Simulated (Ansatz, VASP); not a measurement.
## One calculation of Rb, two programs

```
Rb
1.0
    -2.89018    2.80600    2.80600
     2.80600   -2.89018    2.80600
     2.80600    2.80600   -2.89018
Rb
1
Direct
  0.00000 0.00000 0.00000
```

Change from the starting cell: equal xy, yz and zx shear strains of -3 %.

Alike in both runs: task single point; functional PBE; k mesh 8 × 8 × 8; occupations fermi-dirac, width 0.05 eV; no spin polarisation.

```csv
,VASP,Ansatz
version,VASP 6.6.1,Ansatz 0.2.0
potentials or method,"VASP PAW PBE potentials, release 64 (Rb_sv), cutoff 520 eV","all-electron LAPW, scalar-relativistic"
```

|  | VASP | Ansatz | Ansatz less VASP |
| --- | --- | --- | --- |
| pressure (GPa) | 0.1 | 0.1 | 0.00 |

Ansatz ran all-electron here, so the differences hold the error of VASP's frozen core and of both bases.
